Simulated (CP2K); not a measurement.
Runs of CP2K 2026.2 on MgSi. It takes space group P4/mmm (No. 123, tetragonal). Conventional cell: a = 2.908 Å, b = 2.908 Å, c = 4.103 Å, α = 90.00°, β = 90.00°, γ = 90.00°. Si (site symmetry 4/mmm) is surrounded by 8 Mg at 2.90 Å and 4 Si at 2.91 Å. Mg (site symmetry 4/mmm) has 8 Si at 2.90 Å and 4 Mg at 2.91 Å as nearest neighbours. The cell comes from a database or a generator and needn't be the stable form of this composition.

| task | level | potentials or basis | cell | k mesh | smearing | EPS_DEFAULT | k points reduced by the point group | NGRIDS | points a segment of the path (NPOINTS) | bands added on the path | gap on the mesh (eV) | pressure (GPa) | relaxed volume (Å³/atom) |
| --- | --- | --- | --- | --- | --- | --- | --- | --- | --- | --- | --- | --- | --- |
| band structure | LDA | GTH_POTENTIALS Si GTH-PADE-q4, Mg GTH-PADE-q10; TZVP-MOLOPT-PBE-GTH basis | as given | 9 × 9 × 7 | fermi-dirac 0.05 eV | 1.0E-9 | yes | 4 | 6 | 6 | none | (a) | - |
| relaxation of cell and atoms | LDA | GTH_POTENTIALS Si GTH-PADE-q4, Mg GTH-PADE-q10; TZVP-MOLOPT-PBE-GTH basis | relaxed | 7 × 7 × 5 | fermi-dirac 0.0259 eV | 1.0E-10 | - | 5 | - | - | none | 0.0 | 16.48 |
| band structure | r2SCAN | POTENTIAL_UZH Si GTH-SCAN-q4, Mg GTH-SCAN-q10; TZVP-MOLOPT-SCAN-GTH basis | as given | 9 × 9 × 7 | fermi-dirac 0.01 eV | 1.0E-9 | yes | 5 | 6 | 4 | none | -1.2 | - |
| band structure | TASK | POTENTIAL_UZH Si GTH-SCAN-q4, Mg GTH-SCAN-q10; TZVP-MOLOPT-SCAN-GTH basis | as given | 9 × 9 × 7 | fermi-dirac 0.1 eV | 1.0E-9 | yes | 4 | 8 | 2 | none | (b) | - |
| relaxation of cell and atoms | LDA | GTH_POTENTIALS Si GTH-PADE-q4, Mg GTH-PADE-q10; TZVP-MOLOPT-PBE-GTH basis | relaxed | 7 × 7 × 5 | fermi-dirac 0.05 eV | 1.0E-9 | - | 4 | - | - | none | 0.0 | 16.49 |
| band structure | SCAN | POTENTIAL_UZH Si GTH-SCAN-q4, Mg GTH-SCAN-q10; TZVP-MOLOPT-SCAN-GTH basis | as given | 9 × 9 × 7 | fermi-dirac 0.05 eV | 1.0E-9 | yes | 4 | 8 | 4 | none | 0.2 | - |

Alike in all rows: no spin polarisation.

Problem. Estimate the missing entries.

Solution. (a) -2.3; (b) 2.9.

Caveats: the basis of atomic orbitals isn't converged, which shifts pressures, moduli and gaps; the potentials were made for another functional, which shifts forces and pressure (some runs).

A k mesh can miss the band edges.

A gap of «none» marks a metal or a gap under the smearing width.

Not every run made on this cell is shown here.
